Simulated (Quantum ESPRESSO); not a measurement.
## Si: zone-centre phonons and dielectric response under several settings

```
CELL_PARAMETERS angstrom
-3.33608 3.33608 3.33608
3.33608 -3.33608 3.33608
3.33608 3.33608 -3.33608
ATOMIC_POSITIONS crystal
Si 0.50000 0.75000 0.25000
Si 0.25000 0.75000 0.50000
Si 0.25000 0.50000 0.75000
Si 0.50000 0.25000 0.75000
Si 0.75000 0.50000 0.25000
Si 0.75000 0.25000 0.50000
```

This isn't the form of Si at room conditions, which is diamond.

All runs used Quantum ESPRESSO 7.5; k mesh 5 × 5 × 5; no spin polarisation; occupations smeared at first, fixed for the response.

| level | potentials | geometry | cutoff (eV) | volume (Å³/atom) | pressure (GPa) | lowest optical mode without the field (cm⁻¹) | highest optical mode without the field (cm⁻¹) | ε∞ (mean) |
| --- | --- | --- | --- | --- | --- | --- | --- | --- |
| PBE | PseudoDojo 0.4.1 SR PBE standard | volume scaled by 1.08 | 490 | 26.73 | ? | ? | ? | ? |
| LDA | GBRV 1.5 LDA | relaxed cell | 612 | 24.51 | 0.0 | 48i | 494 | 10.44 |

What stands in the row left open?

Pressure -3.0 GPa; lowest optical mode without the field 98 cm⁻¹; highest optical mode without the field 444 cm⁻¹; ε∞ 10.18.

Values marked i are imaginary: the cell is unstable against those modes at that level, or the meshes are too thin.

Caveats: on a mesh that holds Γ this program's dielectric tensor can be off by some percent beyond the error of the mesh; the cell is more than 3 GPa from zero pressure, which shifts response properties (some runs); some modes are imaginary (some runs); this smearing can shift energies of a crystal with a gap (some runs).

For the row left open. Caveat: the cell is more than 3 GPa from zero pressure, which shifts response properties; on a mesh that holds Γ this program's dielectric tensor can be off by some percent beyond the error of the mesh.
